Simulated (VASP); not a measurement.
Br, 3 atoms in the cell. It takes space group Pm-3m (No. 221, cubic). Conventional cell: a = 4.635 Å, b = 4.635 Å, c = 4.635 Å, α = 90.00°, β = 90.00°, γ = 90.00°. Br (site symmetry 4/mmm) has 8 Br at 3.28 Å as nearest neighbours.  The cell isn't the ideal one: functional LDA, strained and moved within the space group.

```yaml
Program: VASP 6.6.1
Task: single point
Functional: LDA
Potentials_or_basis: VASP PAW LDA potentials, release 64 (Br)
Cutoff: 520 eV
k_mesh: 10 × 10 × 10
Occupations: gaussian, width 0.1 eV
Spin: collinear spin, typed start
Starting_moments: "[1.0, 1.0, 1.0] μB"
Dipole_correction: no
Further_INCAR_settings: ALGO = Normal; EDIFF = 1e-07; NBANDS = 22
```

Potentials or basis: VASP PAW LDA potentials, release 64 (Br).

Command:

```sh
$ cat potpaw_LDA.64/Br/POTCAR > POTCAR
$ mpirun -np 1 vasp_std > vasp.out
```

Hardware: 1 thread of AMD EPYC 9R45 96-Core Processor (Zen 5) (shared host).

Estimate the wall time of this run.

Wall time 2.4 min on 1 thread of AMD EPYC 9R45 96-Core Processor (Zen 5), on a shared host, peak memory 0.26 GiB. Counts: scf iterations 17, k points 56.
